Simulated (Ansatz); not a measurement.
# GaAs (F-43m): Al in place of Ga

Aim: put Al in place of Ga into a supercell of GaAs (F-43m) with 32 atoms, relax the atoms and find what it costs and how the neighbours respond.

All numbers below are computed with Ansatz 0.2.0 (DFT PBE, scalar-relativistic, plane waves, PAW).

**1. Starting point**

The cell holds 32 atoms (AlAs16Ga15): a = 9.952 Å, b = 9.952 Å, c = 9.952 Å, α = 109.47°, β = 109.47°, γ = 109.47°.

The coordinates of this cell stand in the input of its own run.

The host was relaxed before at PBE: a = 5.746 Å, b = 5.746 Å, c = 5.746 Å, α = 90.00°, β = 90.00°, γ = 90.00° (conventional cell), 23.714 Å³/atom.

Places, in fractions of the supercell: Al in place of Ga at (0.250, 0.500, 0.250). The start keeps the symmetry of the ideal site.

Earlier runs gave the host's free energy in this supercell, -138237.745 eV.

**2. Charge 0, atoms relaxed**

File input.yaml:

```yaml
crystal:
  lattice:
    - [-5.7459815546, -5.7459815546, 5.7459815546]
    - [5.7459815546, 5.7459815546, 5.7459815546]
    - [-5.7459815546, 5.7459815546, -5.7459815546]
  atoms:
    - { symbol: Al, position: [0.25, 0.5, 0.25] }
    - { symbol: Ga, position: [0.5, 0.5, 0.0] }
    - { symbol: Ga, position: [0.25, 0.75, 0.0] }
    - { symbol: Ga, position: [0.75, 0.5, 0.75] }
    - { symbol: Ga, position: [0.5, 0.75, 0.75] }
    - { symbol: Ga, position: [0.25, 0.0, 0.75] }
    - { symbol: Ga, position: [0.0, 0.5, 0.5] }
    - { symbol: Ga, position: [0.75, 0.75, 0.5] }
    - { symbol: Ga, position: [0.5, 0.0, 0.5] }
    - { symbol: Ga, position: [0.25, 0.25, 0.5] }
    - { symbol: Ga, position: [0.0, 0.75, 0.25] }
    - { symbol: Ga, position: [0.75, 0.0, 0.25] }
    - { symbol: Ga, position: [0.5, 0.25, 0.25] }
    - { symbol: Ga, position: [0.0, 0.0, 0.0] }
    - { symbol: Ga, position: [0.75, 0.25, 0.0] }
    - { symbol: Ga, position: [0.0, 0.25, 0.75] }
    - { symbol: As, position: [0.0, 0.25, 0.0] }
    - { symbol: As, position: [0.25, 0.25, 0.75] }
    - { symbol: As, position: [0.0, 0.5, 0.75] }
    - { symbol: As, position: [0.5, 0.25, 0.5] }
    - { symbol: As, position: [0.25, 0.5, 0.5] }
    - { symbol: As, position: [0.0, 0.75, 0.5] }
    - { symbol: As, position: [0.75, 0.25, 0.25] }
    - { symbol: As, position: [0.5, 0.5, 0.25] }
    - { symbol: As, position: [0.25, 0.75, 0.25] }
    - { symbol: As, position: [0.0, 0.0, 0.25] }
    - { symbol: As, position: [0.75, 0.5, 0.0] }
    - { symbol: As, position: [0.5, 0.75, 0.0] }
    - { symbol: As, position: [0.25, 0.0, 0.0] }
    - { symbol: As, position: [0.75, 0.75, 0.75] }
    - { symbol: As, position: [0.5, 0.0, 0.75] }
    - { symbol: As, position: [0.75, 0.0, 0.5] }
basis:
  ecutwfc: 420
  xc_grid: 2
kpoints:
  mp_grid: { grid: [3, 3, 3], shift: [0.0, 0.0, 0.0] }
hamiltonian:
  xc: pbe
scf:
  occupations: { method: gaussian, width: 0.05 }
output:
  forces: true
  stress: false
  eigenvalues: true
relax:
  adjacent_minimum: "off"
  f_tol: 0.03
  max_steps: 40
```

The run is started by

```bash
> ansatz run input.yaml --threads 8 --pin off --max-ram 16384MiB --backend cpu --events-out ev --progress --plain --runs-dir out
```

What it wrote (excerpt; [...] marks lines left out):

```text
Warning: RAYON_NUM_THREADS=8 ignored (pool sized by the plan → 8); use --threads N
[...]
Pseudopotentials: kind: paw
Pseudopotential: Al, paw, valence charge 3, recommended cutoff 420 eV (normal), Al.paw.azcp
Pseudopotential: Ga, paw, valence charge 13, recommended cutoff 420 eV (normal), Ga.paw.azcp
Pseudopotential: As, paw, valence charge 15, recommended cutoff 420 eV (normal), As.paw.azcp
Functional definition: PBE
[...]
Crystal: 32 atoms, lattice volume = 758.844 Å³
Basis set: ecut = 420 eV, 14771 PW (Γ), exchange–correlation on 144×144×144 points (8 copies of the dense FFT grid, shifted against one another)
Bands: 263, of which v1, the nominal top of the filled ones, is band 219 counted from 1 (218 counted from 0)
Symmetry: 24 space group operations
Space group: I-43m (ITA 217), of the structure as read, at distance tolerance 9.1e-5 Å
k-points: 4 of 27 (time reversal used)
[...]
SCF iter   1: F=—  HF=-134992.501618 eV  |F-HF|=—  |Δ(HF+E_count)|=         —  Δρ=1.85e-3  dr2=4.81e-2  ethr=1.77e-3  ⟨swp⟩=6.0  Hψ=3704  notcnv=0  defer=10
[...]
relax step   1: F+E_penalty+E_count = -134992.47727801 eV  Δ(F+E_penalty+E_count) = +0.000e0 eV  max|allowed force component| = 3.867e-2 eV/Å  Δτ_max = 0.0000 Å  (6 SCF iters, dr2 threshold 2.25e-5 eV, accepted)
[...]
relax step   2: F+E_penalty+E_count = -134992.47819684 eV  Δ(F+E_penalty+E_count) = -9.188e-4 eV  max|allowed force component| = 3.359e-3 eV/Å  Δτ_max = 0.0073 Å  (5 SCF iters, accepted)
SCF converged after 5 iterations
Free energy (F): -134992.478197 eV
[...]
E sigma→0 (E₀):  -134992.478194 eV
Entropy (-TS):   -0.000006 eV (-0.000 meV/atom)
Fermi energy:    7.564753 eV
[...]
--- Forces (eV/Å), atoms counted from 1 ---
  atom   1  Al     0.00000000    -0.00000000     0.00000000
  atom   2  Ga    -0.00054481    -0.00191650     0.00191650
  atom   3  Ga     0.00191650     0.00054481     0.00191650
  atom   4  Ga     0.00000000    -0.00000000     0.00000000
  atom   5  Ga    -0.00191650     0.00191650    -0.00054481
  atom   6  Ga     0.00000000    -0.00000000     0.00000000
  atom   7  Ga    -0.00054481     0.00191650    -0.00191650
  atom   8  Ga    -0.00191650    -0.00054481     0.00191650
[...]
--- Band table (eV) ---
[...]
```

**3. More of the same log: Al_Ga, charge +0, atoms relaxed at the host's cell**

The log, continued (excerpt; [...] marks lines left out):

```text
[...]
--- Relaxed structure (2 steps of the walk, 2 accepted, 0 SCFs on fresh bases) ---
  F+E_penalty+E_count = -134992.47819684 eV   max|allowed force component| = 3.359e-3 eV/Å
  atoms:
    - { symbol: Al, position: [0.25, 0.5, 0.25] }
    - { symbol: Ga, position: [0.5000815630217599, 0.5, 0.00013625857932005595] }
    - { symbol: Ga, position: [0.24999999999999997, 0.7500815630217599, 0.00013625857932006435] }
    - { symbol: Ga, position: [0.75, 0.5, 0.75] }
    - { symbol: Ga, position: [0.4998637414206799, 0.7498637414206799, 0.7499453044424398] }
    - { symbol: Ga, position: [0.25, 0.0, 0.75] }
    - { symbol: Ga, position: [0.00013625857932005593, 0.5, 0.5000815630217599] }
    - { symbol: Ga, position: [0.7499453044424398, 0.7498637414206799, 0.4998637414206799] }
    - { symbol: Ga, position: [0.4998637414206799, -5.4695557560161226e-5, 0.4998637414206799] }
[...]
    - { symbol: As, position: [0.25, 0.5, 0.49927144433739534] }
    - { symbol: As, position: [6.178699392084264e-5, 0.7500440184935283, 0.5000440184935283] }
    - { symbol: As, position: [0.7500177685003924, 0.2499559815064716, 0.24999999999999997] }
    - { symbol: As, position: [0.49927144433739534, 0.5, 0.25] }
    - { symbol: As, position: [0.24999999999999997, 0.7492714443373953, 0.24999999999999997] }
    - { symbol: As, position: [-4.40184935283916e-5, 1.7768500392451037e-5, 0.25] }
    - { symbol: As, position: [0.7500177685003924, 0.5, -4.401849352840548e-5] }
    - { symbol: As, position: [0.5000440184935283, 0.7500440184935283, 6.178699392084264e-5] }
    - { symbol: As, position: [0.25, 1.7768500392451037e-5, -4.40184935283916e-5] }
    - { symbol: As, position: [0.7499822314996076, 0.7499382130060792, 0.7499822314996076] }
    - { symbol: As, position: [0.4999382130060792, -1.7768500392451037e-5, 0.7499822314996076] }
    - { symbol: As, position: [0.7499822314996076, -1.7768500392451037e-5, 0.4999382130060792] }
```

It took 35 s on 8 threads of Arm Neoverse V1, shared host; peak memory 3.5 GiB.

Relaxation path:

```tsv
step	energy from step 1 (eV/cell)	largest force component (eV/Å)
1	0.0000	0.0387
2	-0.0009	0.0034
```

Step 1 is the start.

The largest move, 0.01 Å, is shared by several atoms, As21 among them.

It ends with free energy -134992.478 eV, gap on the mesh 0.25 eV.

**4. How the shell moved**

| state | neighbours of the first change (round the atom where it ends) | largest move from the ideal sites (Å) | cell moment (μB) | gap on the mesh (eV) |
| --- | --- | --- | --- | --- |
| ideal sites | 4 As at 2.49 Å |  | 0.00 |  |
| charge 0 | 4 As at 2.48 Å | 0.01 | 0.00 | 0.25 |

**5. Results**

| quantity | value |
| --- | --- |
| formation energy, neutral | -0.26 eV |
| largest move, neutral | 0.01 Å |

**Reading.** With atoms taken from and given to the elements' standard states, the neutral defect gains 0.26 eV; that is one limit of the chemical potentials, and it holds no correction for gases. A gain means that this limit lies outside the range in which the host is stable, or that the atom binds strongly. In the neutral cell the nearest neighbours hardly move on average. A cell of 32 atoms is small: the defect feels its images, and no test of size was made.
